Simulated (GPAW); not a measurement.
Input of a GPAW 26.7.0 run:

The input run.py:

```python
from ase.dft.bandgap import bandgap
from ase.io import read, write
from ase.units import GPa
from gpaw import GPAW, PW

atoms = read('CdTe.xyz')

calc = GPAW(mode=PW(600),
            xc='PBE',
            kpts={'size': (7, 7, 7), 'gamma': True},
            occupations={'name': 'methfessel-paxton', 'order': 0, 'width': 0.05},
            nbands=18,
            convergence={'density': 1e-05, 'energy': 1e-05},
            maxiter=150,
            txt='gpaw.txt')
atoms.calc = calc
energy = atoms.get_potential_energy()
forces = atoms.get_forces()
stress = atoms.get_stress()
calc.write('gs.gpw')
write('result.traj', atoms)
print(f'Energy: {energy:.6f} eV')
print('Forces (eV/A):')
print(forces.round(4))
print('Stress (GPa):', (stress / GPa).round(3))
print('Fermi level:', round(calc.get_fermi_level(), 4), 'eV')
print(f'Gap: {bandgap(calc)[0]:.4f} eV, direct: {bandgap(calc, direct=True)[0]:.4f} eV')
```

File CdTe.xyz:

```xyz
2
Lattice="0.0000000000 3.2050000000 3.2050000000 3.2050000000 0.0000000000 3.2050000000 3.2050000000 3.2050000000 0.0000000000" Properties=species:S:1:pos:R:3 pbc="T T T"
Te     1.6025000000      1.6025000000      1.6025000000
Cd     0.0000000000      0.0000000000      0.0000000000
```

Potentials or basis: GPAW PAW data sets (gpaw-data 1.2.1), pw.

Run with:

```console
$ OMP_NUM_THREADS=1 python run.py
```

Task: What does it give for the pressure?

Result: 3.8 GPa.

Task: Estimate the band gap on the k mesh.

Result: 0.87 eV, direct.

Caveat: spin-orbit coupling is left out, which moves the levels of the heavy elements.
